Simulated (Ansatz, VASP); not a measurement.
**Cross-check of In8Sb5As3 (random alloy of the zinc-blende InAs-InSb line, x = 0.625) between VASP and Ansatz**

Wanted: the spread between two codes on one cell, functional and k mesh. Of the first pair: The structure shown is the start of the Ansatz relaxation below; VASP solves that cell, so the two are compared at the walk's first step.

Program: Ansatz 0.2.0. Level of theory: plane waves, with VASP 6.6.1 beside it; PBE. Results are calculated unless marked as measured.

## Step 1: The starting structure

The cell holds 64 atoms: 32 In, 12 As and 20 Sb. Its edges and angles: a = 12.930 Å, b = 12.930 Å, c = 12.930 Å, α = 90.0°, β = 90.0°, γ = 90.0°. It derives from InSb. Zinc-blende InAs-InSb: 64 atoms, 20 of 32 As sites given to Sb at random, cell and internal coordinates interpolated linearly between the end members (Vegard's rule); (so at first; earlier steps may have moved the atoms), displaced by a Gaussian of 0.02 A. Lattice constants are starting values near those of PBE.

## Step 2: Ansatz: relaxation, PBE

Ansatz runs on its default PAW (the set named soft_2) files.

The two programs are compared at the cell with which this relaxation starts, whose forces are those of its first step.

input.yaml reads:

```yaml
crystal:
  lattice:
    - [12.93, 0.0, 0.0]
    - [0.0, 12.93, 0.0]
    - [0.0, 0.0, 12.93]
  atoms:
    - { symbol: In, position: [0.00251, 0.99905, 0.99918] }
    - { symbol: As, position: [0.12334, 0.12634, 0.12144] }
    - { symbol: In, position: [0.0027, 0.24882, 0.25049] }
    - { symbol: Sb, position: [0.12461, 0.37726, 0.37181] }
    - { symbol: In, position: [0.2495, 0.99941, 0.25175] }
    - { symbol: Sb, position: [0.3733, 0.12473, 0.37364] }
    - { symbol: In, position: [0.25007, 0.2509, 0.9983] }
    - { symbol: Sb, position: [0.37677, 0.37639, 0.12578] }
    - { symbol: In, position: [0.00139, 0.99894, 0.49981] }
    - { symbol: Sb, position: [0.12355, 0.12459, 0.62582] }
    - { symbol: In, position: [0.99893, 0.24939, 0.74894] }
    - { symbol: As, position: [0.12369, 0.37396, 0.87498] }
    - { symbol: In, position: [0.24827, 0.00036, 0.75257] }
    - { symbol: Sb, position: [0.37615, 0.1247, 0.87363] }
    - { symbol: In, position: [0.24884, 0.25262, 0.50008] }
    - { symbol: Sb, position: [0.37401, 0.3753, 0.62825] }
    - { symbol: In, position: [0.00019, 0.50095, 0.00046] }
    - { symbol: As, position: [0.12446, 0.62323, 0.12446] }
    - { symbol: In, position: [0.99968, 0.75091, 0.2513] }
    - { symbol: As, position: [0.12644, 0.87544, 0.37637] }
    - { symbol: In, position: [0.24883, 0.50194, 0.25079] }
    - { symbol: Sb, position: [0.37454, 0.62576, 0.37488] }
    - { symbol: In, position: [0.25175, 0.75235, 0.00338] }
    - { symbol: Sb, position: [0.37284, 0.87277, 0.12422] }
    - { symbol: In, position: [0.00025, 0.50136, 0.50049] }
    - { symbol: Sb, position: [0.12187, 0.62453, 0.62628] }
    - { symbol: In, position: [0.00036, 0.75118, 0.74966] }
    - { symbol: Sb, position: [0.12469, 0.87529, 0.87563] }
    - { symbol: In, position: [0.25031, 0.50018, 0.74896] }
    - { symbol: Sb, position: [0.37558, 0.62519, 0.87675] }
    - { symbol: In, position: [0.25185, 0.75029, 0.49942] }
    - { symbol: As, position: [0.37401, 0.87566, 0.62512] }
    - { symbol: In, position: [0.49947, 7.0e-05, 0.99904] }
    - { symbol: As, position: [0.62608, 0.12431, 0.12689] }
    - { symbol: In, position: [0.50062, 0.25092, 0.24831] }
    - { symbol: Sb, position: [0.62526, 0.37615, 0.37352] }
    - { symbol: In, position: [0.74959, 5.0e-05, 0.24788] }
    - { symbol: Sb, position: [0.87549, 0.12631, 0.37367] }
    - { symbol: In, position: [0.75054, 0.24797, 0.99994] }
    - { symbol: Sb, position: [0.8725, 0.37673, 0.12563] }
    - { symbol: In, position: [0.49996, 0.9988, 0.50197] }
    - { symbol: Sb, position: [0.62804, 0.12213, 0.62691] }
    - { symbol: In, position: [0.50252, 0.25052, 0.74814] }
    - { symbol: Sb, position: [0.62634, 0.37472, 0.87407] }
    - { symbol: In, position: [0.7481, 0.00085, 0.75123] }
    - { symbol: As, position: [0.87404, 0.12581, 0.87323] }
    - { symbol: In, position: [0.75124, 0.25007, 0.49971] }
    - { symbol: Sb, position: [0.87484, 0.37634, 0.62616] }
    - { symbol: In, position: [0.50082, 0.50021, 0.00012] }
    - { symbol: Sb, position: [0.62596, 0.62536, 0.12606] }
    - { symbol: In, position: [0.49952, 0.74623, 0.25161] }
    - { symbol: As, position: [0.62838, 0.87568, 0.37485] }
    - { symbol: In, position: [0.74979, 0.49982, 0.25003] }
    - { symbol: As, position: [0.87326, 0.6242, 0.37346] }
    - { symbol: In, position: [0.75038, 0.74954, 0.00077] }
    - { symbol: As, position: [0.87473, 0.87653, 0.12533] }
    - { symbol: In, position: [0.50339, 0.49707, 0.499] }
    - { symbol: Sb, position: [0.62639, 0.62891, 0.62462] }
    - { symbol: In, position: [0.50007, 0.74965, 0.75206] }
    - { symbol: As, position: [0.62456, 0.87605, 0.87451] }
    - { symbol: In, position: [0.74803, 0.50048, 0.75078] }
    - { symbol: As, position: [0.877, 0.62483, 0.87405] }
    - { symbol: In, position: [0.75087, 0.75037, 0.50043] }
    - { symbol: Sb, position: [0.87489, 0.87679, 0.62557] }
kpoints:
  mp_grid: { grid: [1, 1, 1] }
hamiltonian:
  xc: pbe
scf:
  occupations: { method: fermi_dirac, width: 0.025 }
output:
  forces: true
relax:
  f_tol: 0.05
  max_steps: 150
  cell: {}
```

On the command line:

```
$ ansatz run input.yaml --threads 4 --pin off --max-ram 8192MiB --backend cpu --events-out ev --progress --plain --runs-dir out
```

Numbers of over 12 decimals in the logs are rounded to 6 here.

What it wrote:

```text
Engine: ansatz 0.2.0, aarch64-unknown-linux-gnu
Pseudopotentials: kind: paw
Pseudopotential: In, paw, valence charge 13, recommended cutoff 420 eV (normal), In.paw.azcp
Pseudopotential: As, paw, valence charge 15, recommended cutoff 420 eV (normal), As.paw.azcp
Pseudopotential: Sb, paw, valence charge 15, recommended cutoff 420 eV (normal), Sb.paw.azcp
Functional definition: PBE
  parameter kappa = 0.804
  parameter beta = 0.066725
  exchange = pbe_x(kappa = kappa, mu = beta*pi^2/3)
  correlation = pbe_c(beta = beta)
Crystal: 64 atoms, lattice volume = 2161.701 Å³
Basis set: ecut = 420 eV, 42211 PW (Γ), exchange–correlation on 180×180×180 points (8 copies of the dense FFT grid, shifted against one another)
Bands: 538, of which v1, the nominal top of the filled ones, is band 448 counted from 1 (447 counted from 0)
Symmetry: 1 space group operations
Space group: P1 (ITA 1), of the structure as read, at distance tolerance 1.3e-4 Å
k-points: 1
Non-local potential: In, projectors of the file, l = 0: 2, l = 1: 2, l = 2: 2, l = 3: 2
Non-local potential: As, projectors of the file, l = 0: 2, l = 1: 2, l = 2: 3, l = 3: 1
Non-local potential: Sb, projectors of the file, l = 0: 2, l = 1: 2, l = 2: 2, l = 3: 2
PAW form: soft (Blöchl's): semilocal exchange-correlation on the pseudo side does not see the compensation charge
PAW one-centre angular grid: In, 590 points (default); XC on 64 Gauss nodes
PAW one-centre angular grid: As, 590 points (default); XC on 64 Gauss nodes
PAW one-centre angular grid: Sb, 590 points (default); XC on 64 Gauss nodes
Initial density: superposition of atomic densities (neutral atoms: chi_scale 0, normalization atom), corrected by the library's trained network
Initial wavefunctions: pseudopotential atomic-orbital guess
Functional: x = pbe(κ = 0.804, μ = 0.219515), c = pbe(β = 0.066725)
SCF iter   1: F=—  HF=-367098.221680 eV  |F-HF|=—  |Δ(HF+E_count)|=         —  Δρ=1.26e-3  dr2=7.96e-2  ethr=1.77e-3  ⟨swp⟩=6.0  Hψ=1947  notcnv=0  defer=45
preconditioner: auto → LDOS  [metal: Δε(μ)=0.027 eV  Ē_g=13.251 eV  σ=0.025 eV  W_gap=0.24  n_scr=460 (ndim 8)  ℏωp=19.2 eV  f_vac=0.127  D(μ)=49.79/eV (n_scr^D=304)  β→1.0]
SCF iter   2: F=—  HF=-367098.152954 eV  |F-HF|=—  |Δ(HF+E_count)|=   6.87e-2  Δρ=1.04e-3  dr2=2.15e-2  ethr=8.89e-6  ⟨swp⟩=2.0  Hψ=1018  notcnv=0  defer=79
SCF iter   3: F=—  HF=-367098.146821 eV  |F-HF|=—  |Δ(HF+E_count)|=   6.13e-3  Δρ=3.13e-4  dr2=3.63e-3  ethr=2.40e-6  ⟨swp⟩=2.0  Hψ=858  notcnv=0  defer=79
SCF iter   4: F=—  HF=-367098.146522 eV  |F-HF|=—  |Δ(HF+E_count)|=   2.99e-4  Δρ=1.20e-4  dr2=9.74e-4  ethr=4.05e-7  ⟨swp⟩=2.0  Hψ=748  notcnv=0  defer=79
SCF iter   5: F=—  HF=-367098.146411 eV  |F-HF|=—  |Δ(HF+E_count)|=   1.11e-4  Δρ=6.25e-5  dr2=3.74e-4  ethr=1.09e-7  ⟨swp⟩=2.0  Hψ=745  notcnv=0  defer=79
SCF iter   6: F=—  HF=-367098.146367 eV  |F-HF|=—  |Δ(HF+E_count)|=   4.42e-5  Δρ=2.58e-5  dr2=7.89e-5  ethr=4.18e-8  ⟨swp⟩=2.0  Hψ=709  notcnv=0  defer=79
SCF iter   7: F=—  HF=-367098.147125 eV  |F-HF|=—  |Δ(HF+E_count)|=   7.58e-4  Δρ=1.40e-5  dr2=1.04e-5  ethr=8.81e-9  ⟨swp⟩=2.0  Hψ=870  notcnv=0  defer=79
SCF iter   8: F=—  HF=-367098.147123 eV  |F-HF|=—  |Δ(HF+E_count)|=   1.87e-6  Δρ=5.17e-6  dr2=1.78e-6  ethr=1.16e-9  ⟨swp⟩=2.0  Hψ=893  notcnv=0  defer=79
SCF iter   9: F=—  HF=-367098.147123 eV  |F-HF|=—  |Δ(HF+E_count)|=   1.42e-8  Δρ=2.48e-6  dr2=4.66e-7  ethr=1.99e-10  ⟨swp⟩=2.0  Hψ=908  notcnv=0  defer=79
SCF iter  10: F=—  HF=-367098.147123 eV  |F-HF|=—  |Δ(HF+E_count)|=   7.86e-8  Δρ=1.15e-6  dr2=1.28e-7  ethr=5.21e-11  ⟨swp⟩=2.0  Hψ=908  notcnv=0  defer=79
SCF iter  11: F=-367098.147123 eV  HF=-367098.147123 eV  |F-HF|=1.63e-8  |Δ(HF+E_count)|=   2.24e-8  Δρ=5.64e-7  dr2=2.05e-8  ethr=1.12e-11  ⟨swp⟩=4.0  Hψ=1468  notcnv=0
SCF 1 converged in 11 iterations: F = -367098.147123 eV  dr2 = 2.05e-8
  greatest PAW one-centre occupation: 0.999 electrons in one spin orbital (limit 2), on the As atom at site 51 (counted from 0), in its partial waves of l = 2
relax step   1: F+E_penalty+E_count = -367098.14712254 eV  Δ(F+E_penalty+E_count) = +0.000e0 eV  max|allowed force component| = 1.164e0 eV/Å  Δτ_max = 0.0000 Å  P = +1.103 GPa  Ω = 2161.701 Å³  (11 SCF iters, dr2 threshold 1.00e-7 eV, accepted)
Crystal: 64 atoms, lattice volume = 2236.308 Å³
Basis set: ecut = 420 eV, 43695 PW (Γ), exchange–correlation on 180×180×180 points (8 copies of the dense FFT grid, shifted against one another)
Initial density: handed on by an earlier stage of this run
Initial wavefunctions: those handed on with the density
iter 1 solved again at ethr=9.34e-5 eV; its pass at ethr=3.10e-3 eV (dr2=8.36e-1 eV) is discarded
SCF iter   1: F=—  HF=-367100.313837 eV  |F-HF|=—  |Δ(HF+E_count)|=         —  Δρ=7.79e-3  dr2=8.49e-1  ethr=9.34e-5  ⟨swp⟩=5.0  Hψ=2645  notcnv=0
[...]
atom  12  As    -0.00250225     0.00061239    -0.00034164
  atom  13  In     0.00913569    -0.00613094     0.00204447
  atom  14  Sb    -0.00947998     0.00580263    -0.00825900
  atom  15  In     0.00883115    -0.00650220     0.00374202
  atom  16  Sb    -0.00802291     0.01197957    -0.00799673
  atom  17  In     0.00297707    -0.00160223     0.00230711
  atom  18  As     0.00025174     0.00237800    -0.00053533
  atom  19  In     0.00280860    -0.00152425     0.00269258
  atom  20  As    -0.00417981     0.00120252    -0.00081454
  atom  21  In     0.00255318    -0.00486498     0.00081324
  atom  22  Sb    -0.00178615     0.00941947    -0.00191168
  atom  23  In     0.00984536    -0.01079134     0.00331324
  atom  24  Sb    -0.00894170     0.00890142    -0.00687213
  atom  25  In     0.00091039    -0.00495197     0.00174071
  atom  26  Sb    -0.00361116     0.00860637    -0.00059650
  atom  27  In     0.01073257    -0.01192098     0.00575961
  atom  28  Sb    -0.00456862     0.00911399    -0.00519922
  atom  29  In     0.00635462    -0.00504191     0.00045918
  atom  30  Sb    -0.00898568     0.00442818    -0.00306517
  atom  31  In     0.00085526    -0.00125946     0.00024521
  atom  32  As    -0.00079370     0.00282845    -0.00113085
  atom  33  In     0.00578624    -0.00867353     0.00423003
  atom  34  As    -0.00308829     0.00563938    -0.00566984
  atom  35  In     0.00458394    -0.00257337     0.00437610
[...]
atom  57  In     0.00178500    -0.00618507     0.00672214
  atom  58  Sb    -0.00472928     0.00654437    -0.00574627
  atom  59  In     0.00229530    -0.00369358     0.00160095
  atom  60  As    -0.00274251     0.00725183    -0.00208369
  atom  61  In     0.00598854    -0.00791301    -0.00006378
  atom  62  As    -0.00532059     0.00732619    -0.00421338
  atom  63  In     0.00272303    -0.00900066     0.00388709
  atom  64  Sb    -0.00601288     0.01178827    -0.00497624
  max |Σ_I F_I| component: 1.50e-6 eV/Å
--- Stress (GPa, compression-positive) ---
       -0.002486       0.002332      -0.005474
        0.002332       0.004288       0.002760
       -0.005474       0.002760      -0.002477
  P = ⅓ Tr σ = -0.0002 GPa (-0.002 kbar)
--- Relaxed structure (5 steps of the walk, 5 accepted, 1 SCFs on fresh bases) ---
  F+E_penalty+E_count = -367100.41377641 eV   max|allowed force component| = 1.281e-2 eV/Å   (the final SCF, on the basis selected at the relaxed cell)
  cell:  # Å, volume = 2196.3555 Å³
    - [12.986375, 0.037566, -0.049780]
    - [0.037566, 13.022273, 0.035490]
    - [-0.049780, 0.035490, 12.987967]
  atoms:
    - { symbol: In, position: [-0.00691555, 1.003048, 1.007255] }
    - { symbol: As, position: [0.120470, 0.122552, 0.121738] }
    - { symbol: In, position: [0.00513991, 0.242548, 0.243336] }
    - { symbol: Sb, position: [0.122335, 0.378088, 0.370166] }
    - { symbol: In, position: [0.236856, 0.999495, 0.248760] }
    - { symbol: Sb, position: [0.375114, 0.120123, 0.371575] }
    - { symbol: In, position: [0.236967, 0.247647, 1.000325] }
    - { symbol: Sb, position: [0.371096, 0.372937, 0.123355] }
    - { symbol: In, position: [0.00667616, 0.991733, 0.494898] }
    - { symbol: Sb, position: [0.123565, 0.123741, 0.627294] }
    - { symbol: In, position: [0.998979, 0.247965, 0.764184] }
    - { symbol: As, position: [0.119402, 0.375072, 0.879507] }
    - { symbol: In, position: [0.257502, -0.00884877, 0.745204] }
    - { symbol: Sb, position: [0.373494, 0.123106, 0.877184] }
    - { symbol: In, position: [0.250110, 0.248349, 0.498723] }
    - { symbol: Sb, position: [0.371538, 0.376918, 0.626590] }
    - { symbol: In, position: [0.00467942, 0.506235, -0.00355361] }
    - { symbol: As, position: [0.118113, 0.628156, 0.124887] }
    - { symbol: In, position: [0.999187, 0.752820, 0.247286] }
    - { symbol: As, position: [0.122915, 0.873277, 0.370409] }
    - { symbol: In, position: [0.244846, 0.508362, 0.242899] }
    - { symbol: Sb, position: [0.372553, 0.631703, 0.374368] }
    - { symbol: In, position: [0.244061, 0.744064, 0.00882855] }
    - { symbol: Sb, position: [0.373724, 0.877978, 0.125366] }
    - { symbol: In, position: [-0.00649039, 0.507526, 0.493116] }
    - { symbol: Sb, position: [0.122984, 0.627924, 0.624467] }
    - { symbol: In, position: [-0.00587118, 0.744245, 0.757184] }
    - { symbol: Sb, position: [0.121668, 0.876547, 0.877756] }
    - { symbol: In, position: [0.241098, 0.493522, 0.758583] }
    - { symbol: Sb, position: [0.372578, 0.628360, 0.874401] }
    - { symbol: In, position: [0.248938, 0.762468, 0.501245] }
    - { symbol: As, position: [0.377420, 0.874840, 0.622646] }
    - { symbol: In, position: [0.511682, -0.00233401, 1.000294] }
    - { symbol: As, position: [0.628566, 0.119036, 0.122858] }
    - { symbol: In, position: [0.507062, 0.240888, 0.242038] }
    - { symbol: Sb, position: [0.626543, 0.375396, 0.372003] }
    - { symbol: In, position: [0.746496, -0.00873477, 0.242843] }
    - { symbol: Sb, position: [0.874375, 0.120013, 0.369793] }
    - { symbol: In, position: [0.751778, 0.237119, 1.003229] }
    - { symbol: Sb, position: [0.876688, 0.376481, 0.121433] }
    - { symbol: In, position: [0.501550, 0.987221, 0.498700] }
    - { symbol: Sb, position: [0.625606, 0.119533, 0.625523] }
    - { symbol: In, position: [0.501289, 0.248200, 0.751424] }
    - { symbol: Sb, position: [0.629407, 0.375005, 0.876915] }
    - { symbol: In, position: [0.753641, -0.000364559, 0.763241] }
    - { symbol: As, position: [0.875156, 0.123486, 0.880619] }
    - { symbol: In, position: [0.753404, 0.247674, 0.502147] }
    - { symbol: Sb, position: [0.877486, 0.377894, 0.628566] }
    - { symbol: In, position: [0.501220, 0.500328, 0.00219152] }
    - { symbol: Sb, position: [0.630294, 0.631414, 0.123498] }
    - { symbol: In, position: [0.507182, 0.756290, 0.255381] }
    - { symbol: As, position: [0.627520, 0.876747, 0.372243] }
    - { symbol: In, position: [0.759501, 0.506203, 0.255093] }
    - { symbol: As, position: [0.877246, 0.632936, 0.369985] }
    - { symbol: In, position: [0.758425, 0.758043, -0.00451464] }
    - { symbol: As, position: [0.875200, 0.875513, 0.124279] }
    - { symbol: In, position: [0.500430, 0.501312, 0.501299] }
    - { symbol: Sb, position: [0.626875, 0.631971, 0.624987] }
    - { symbol: In, position: [0.501592, 0.762792, 0.751935] }
    - { symbol: As, position: [0.629065, 0.877286, 0.876702] }
    - { symbol: In, position: [0.757250, 0.508842, 0.757558] }
    - { symbol: As, position: [0.876026, 0.628375, 0.879919] }
    - { symbol: In, position: [0.751473, 0.751018, 0.487600] }
    - { symbol: Sb, position: [0.873192, 0.875176, 0.624424] }
```

(Part 1 of 2 ends here.)

[Lines on the potential files, build, host, timing and source positions are cut from VASP's logs without a mark.]

[Logs are printed without paths, hosts, clocks, repeated set-up lines and the standing remarks that a program may print on its own settings, such as how far it seeks lower states.]

[Hosts, paths, dates, database ids (printed as entryN), source tags and the programs' standing remarks are cut or masked in the printed files.]
